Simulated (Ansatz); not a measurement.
The system is HgSe.

```xyz
2
Lattice="0.0000 3.0390 3.0390 3.0390 0.0000 3.0390 3.0390 3.0390 0.0000" Properties=species:S:1:pos:R:3 pbc="T T T"
Hg    0.0000    0.0000    0.0000
Se    4.5585    4.5585    4.5585
```

| Item | Value |
| --- | --- |
| Program | Ansatz 0.2.0 |
| Task | relaxation of cell and atoms |
| Functional | PBEsol |
| Potentials or basis | all-electron LAPW, scalar-relativistic |
| Basis error allowed | 0.001 eV/atom |
| k mesh | 8 × 8 × 8 |
| Occupations | fermi-dirac, width 0.05 eV |
| Spin | no spin polarisation |

At the start: volume 28.07 Å³/atom.

Task: Where does the relaxation end?

Result: Over 4 steps the energy falls by 3.6 meV/atom and the volume is 28.86 Å³/atom (+2.8 %); space group F-43m (No. 216, to 0.05 Å).

Step by step:
| step | energy change (eV) | largest force (eV/Å) | volume (Å³) |
| --- | --- | --- | --- |
| 1 | 0.0000 | 0.0000 | 56.13 |
| 2 | -0.0064 | 0.0000 | 58.22 |
| 3 | -0.0072 | 0.0000 | 57.72 |
| 4 | -0.0072 | 0.0000 | 57.72 |

Final structure:
```
Hg Se
1.0
     0.00000    3.06740    3.06740
     3.06740    0.00000    3.06740
     3.06740    3.06740    0.00000
Hg Se
1 1
Direct
  0.00000 0.00000 0.00000
  0.75000 0.75000 0.75000
```
